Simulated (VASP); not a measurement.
Input of a VASP 6.6.1 run:

The input INCAR:

```
  ALGO = Normal
  EDIFF = 1E-6
  ENCUT = 520
  GGA = PE
  ISIF = 2
  ISMEAR = 0
  LASPH = T
  LCHARG = F
  LREAL = F
  LWAVE = F
  NBANDS = 18
  NELM = 100
  PREC = Accurate
  SIGMA = 0.1
```

File KPOINTS:

```
k-points
0
Gamma
  12 12 12
```

The input POSCAR:

```
B
1.0
   -2.4681681418      2.4681681418      2.4681681418
    2.4681681418     -2.4681681418      2.4681681418
    2.4681681418      2.4681681418     -2.4681681418
B
6
Direct
    0.5000000000      0.7500000000      0.2500000000
    0.7500000000      0.2500000000      0.5000000000
    0.7500000000      0.5000000000      0.2500000000
    0.5000000000      0.2500000000      0.7500000000
    0.2500000000      0.7500000000      0.5000000000
    0.2500000000      0.5000000000      0.7500000000
```

Potentials or basis: VASP PAW PBE potentials, release 64 (B).

Run with:

```console
$ cat potpaw_PBE.64/B/POTCAR > POTCAR
$ mpirun -np 1 vasp_std > vasp.out
```

Question: Predict the band gap on the k mesh.

Answer: None (metal or under the smearing width).

Question: Predict the pressure.

Answer: 0.0 GPa.
